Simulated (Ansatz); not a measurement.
## Relaxing Ga7N5

Computed with DFT PBE, scalar-relativistic, plane waves, PAW in Ansatz. Settings: 420 eV cutoff, 3×3×3 k-mesh, Gaussian smearing of 0.01 eV, no spin polarisation.

What was changed: Ga on a N site (Wyckoff letter b), charge -2, atoms relaxed at the host's cell.

In a supercell of 12 atoms the defect feels its periodic images.

Spin polarisation was left out.

Command:

```bash
ansatz run input.yaml --threads 4 --pin off --max-ram 8192MiB --backend cpu --events-out ev --progress --plain --runs-dir out
```

Input:

```yaml
crystal:
  lattice:
    - [0.0, 0.0, 5.2431684262]
    - [4.827556226, -2.7871908866, 0.0]
    - [-1.0e-10, 5.5743817732, 0.0]
  atoms:
    - { symbol: Ga, position: [0.4186834463, 0.3333333333, 0.3333333333] }
    - { symbol: Ga, position: [0.5154691657, 0.0, 0.6666666667] }
    - { symbol: Ga, position: [0.5154691657, 0.6666666667, 1.0] }
    - { symbol: Ga, position: [1.0176191437, -0.0438135524, 0.3333333333] }
    - { symbol: Ga, position: [1.0176191437, 0.7104802191, 0.7104802191] }
    - { symbol: Ga, position: [1.0176191437, 0.3333333333, 0.9561864476] }
    - { symbol: Ga, position: [0.8548178163, 0.3333333333, 0.3333333333] }
    - { symbol: "N", position: [0.8774197083, 0.0, 0.6666666667] }
    - { symbol: "N", position: [0.8774197083, 0.6666666667, 1.0] }
    - { symbol: "N", position: [0.3792878528, -0.0316463678, 0.3333333333] }
    - { symbol: "N", position: [0.3792878528, 0.6983130344, 0.6983130344] }
    - { symbol: "N", position: [0.3792878528, 0.3333333333, 0.9683536322] }
  host:
    lattice:
      - [3.2183708173, 0.0, 0.0]
      - [-1.6091854087, 2.7871908866, 0.0]
      - [0.0, 0.0, 5.2431684262]
    atoms:
      - { symbol: Ga, position: [0.6666666667, 0.3333333333, 0.4991348648] }
      - { symbol: Ga, position: [0.3333333333, 0.6666666667, 0.9991348648] }
      - { symbol: "N", position: [0.6666666667, 0.3333333333, 0.8758651352] }
      - { symbol: "N", position: [0.3333333333, 0.6666666667, 0.3758651352] }
total_charge: -2
basis:
  ecutwfc: 420
  xc_grid: 2
kpoints:
  mp_grid: { grid: [3, 3, 3], shift: [0.0, 0.0, 0.0] }
hamiltonian:
  xc: pbe
scf:
  occupations: { method: gaussian, width: 0.01 }
output:
  forces: true
  stress: false
  eigenvalues: true
  charged_corrections:
    defect_position: [0.87586514, 0.33333333, 0.33333333]
    epsilon: [[10.4928, 0.0, 0.0], [0.0, 10.4928, 0.0], [0.0, 0.0, 11.6882]]
  write_density: true
  write_potential: true
  elf: true
  volumetric_format: npy
relax:
  adjacent_minimum: "off"
  f_tol: 0.025
  max_steps: 45
```

F is the free energy.

Steps:

```tsv
step	F − F(1) (eV)	largest force component (eV/Å)
1	0.0000	0.884
2	-0.0883	0.353
3	-0.1006	0.060
4	-0.1009	0.011
```

Relaxed structure:

```
CELL_PARAMETERS angstrom
0.00000 0.00000 5.24317
4.82756 -2.78719 0.00000
0.00000 5.57438 0.00000
ATOMIC_POSITIONS crystal
Ga 0.42163 0.33333 0.33333
Ga 0.51921 0.00000 0.66667
Ga 0.51921 0.66667 0.00000
Ga 0.01157 0.96133 0.33333
Ga 0.01157 0.70534 0.70534
Ga 0.01157 0.33333 0.96133
Ga 0.86041 0.33333 0.33333
N 0.87927 0.00000 0.66667
N 0.87927 0.66667 0.00000
N 0.37876 0.96420 0.33333
N 0.37876 0.70247 0.70247
N 0.37876 0.33333 0.96420
```

Symmetry: P31m, No. 157, trigonal system. Conventional cell: a = 5.574 Å, b = 5.574 Å, c = 5.243 Å, α = 90.00°, β = 90.00°, γ = 120.00°. Ga (site symmetry 3m) has 3 N at 2.07 Å and 1 Ga at 2.30 Å as nearest neighbours. Ga (site symmetry 3) has 4 N at 1.89 to 1.91 Å as nearest neighbours. Ga (site symmetry m) is surrounded by 3 N at 1.89 to 1.93 Å. Around Ga (site symmetry 3m) lie 4 Ga at 2.22 to 2.30 Å. Around N (site symmetry 3) lie 4 Ga at 1.89 Å. Around N (site symmetry m) lie 4 Ga at 1.91 to 2.07 Å.

The run converged. It took 12 s on 4 threads of Arm Neoverse V1, on a shared host, peak memory 0.52 GiB.